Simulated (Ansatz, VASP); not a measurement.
# Ti: VASP beside Ansatz

The input POSCAR:

```
Ti
1.0
    2.1943530355     -3.7190214569      0.0000000000
    2.1943530355      3.7190214569      0.0000000000
    0.0000000000      0.0000000000      4.3945437982
Ti
4
Direct
    0.1525000000      0.8475000000      0.0785000000
    0.6525000000      0.3475000000      0.4215000000
    0.8475000000      0.1525000000      0.9215000000
    0.3475000000      0.6525000000      0.5785000000
```

File INCAR.step1:

```
PREC = Accurate
ENCUT = 520
ISMEAR = 0
SIGMA = 0.1
LREAL = F
LASPH = T
NELM = 100
NBANDS = 32
GGA = PE
ALGO = Normal
EDIFF = 1E-4
LWAVE = T
LCHARG = F
```

File INCAR.step2:

```
PREC = Accurate
ENCUT = 520
EDIFF = 1E-6
ISMEAR = 0
SIGMA = 0.1
LREAL = F
LASPH = T
NELM = 100
ALGO = Normal
ISIF = 2
LWAVE = F
LCHARG = F
METAGGA = R2SCAN
LMIXTAU = T
NBANDS = 32
ISTART = 1
```

Contents of KPOINTS:

```
regular mesh
0
Gamma
  6 6 4
```

Input for Ansatz:

```yaml
crystal:
  lattice:
    - [2.1943530355, -3.7190214569, 0.0]
    - [2.1943530355, 3.7190214569, 0.0]
    - [0.0, 0.0, 4.3945437982]
  atoms:
    - { symbol: Ti, position: [0.1525, 0.8475, 0.0785] }
    - { symbol: Ti, position: [0.6525, 0.3475, 0.4215] }
    - { symbol: Ti, position: [0.8475, 0.1525, 0.9215] }
    - { symbol: Ti, position: [0.3475, 0.6525, 0.5785] }
basis:
  ecutwfc: 500
kpoints:
  mp_grid: { grid: [6, 6, 4] }
hamiltonian:
  xc: r2scan
scf:
  occupations: { method: gaussian, width: 0.1 }
  lower_state_search: "off"
output:
  forces: true
  stress: true
  eigenvalues: true
```

Alike in both runs: task single point; functional r2SCAN; k mesh 6 × 6 × 4; occupations gaussian, width 0.1 eV; no spin polarisation.

```csv
,VASP,Ansatz
version,VASP 6.6.1,Ansatz 0.2.0
potentials or method,"VASP PAW PBE potentials, release 64 (Ti_sv)","scalar-relativistic, plane waves, PAW"
plane-wave cutoff (eV),520,500
valence electrons in the cell,48,48
```

|  | VASP | Ansatz | Ansatz less VASP |
| --- | --- | --- | --- |
| gap on the k mesh at the Fermi level (eV) | none | none | - |
| pressure (GPa) | 8.9 | 8.5 | -0.46 |
| largest component of the traceless stress (GPa) | 10.05 | 9.84 | -0.206 |
| rms of the force components (eV/Å) | 0.237 | 0.239 | +0.0020 |

Atom by atom the forces differ by 0.011 eV/Å (rms over components). A gap of «none» marks a metal or a gap that the smearing closes. The functional is the same, so the differences come from potentials, cutoffs and numerics.

Caveats: the PAW data sets were made with another functional, which shifts forces and pressure a little (VASP).
